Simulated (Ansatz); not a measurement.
# Relaxing Si

Method: DFT r2SCAN, scalar-relativistic, plane waves, PAW (Ansatz 0.2.0). Cutoff 500 eV, Γ-centred k mesh, Gaussian smearing, no spin polarisation in the final step.

The start puts Si on the simple hexagonal structure type (P6/mmm, No. 191), at a guessed volume.

```yaml
crystal:
  lattice:
    - [2.93674, 0.00000, 0.00000]
    - [-1.46837, 2.54329, 0.00000]
    - [0.00000, 0.00000, 2.74402]
  atoms:
    - { symbol: Si, position: [0.00000, 0.00000, 0.00000] }
```

Cell and atoms relax at zero pressure; the relaxation can't lower the symmetry of the start. After a coarse first stage the cell is made exact in the group found at 0.06 Å.

Energies count from the standard state of Si at the same level.

Q: What does it relax into?

A: It keeps P6/mmm (No. 191). The result has the simple hexagonal structure. Conventional cell: a = 2.638 Å, c = 2.479 Å. Si is coordinated by 2 Si at 2.48 Å and 6 Si at 2.64 Å.

Space group P6/mmm (No. 191). a = 2.638 Å, b = 2.638 Å, c = 2.479 Å, α = 90.00°, β = 90.00°, γ = 120.00°
```json
{"atom": "Si", "site": "1a", "symmetry": "6/mmm", "x": "0.0000", "y": "0.0000", "z": "0.0000"}
```

Q: What are its volume, energy, density and gap?

A: The volume per atom is 14.94 Å³ and the density is 3.12 g/cm³. The energy over the standard structure is 0.44 eV/atom and the gap on the 24×24×22 mesh is 0 eV (a metal).

The final run used a 24×24×22 mesh on its 1-atom cell and 0.10 eV smearing. The k mesh leaves about 4 meV/atom of noise in metals. Symmetry constrained the relaxation, so the result can be a saddle point.

This form isn't the element's structure at ambient conditions.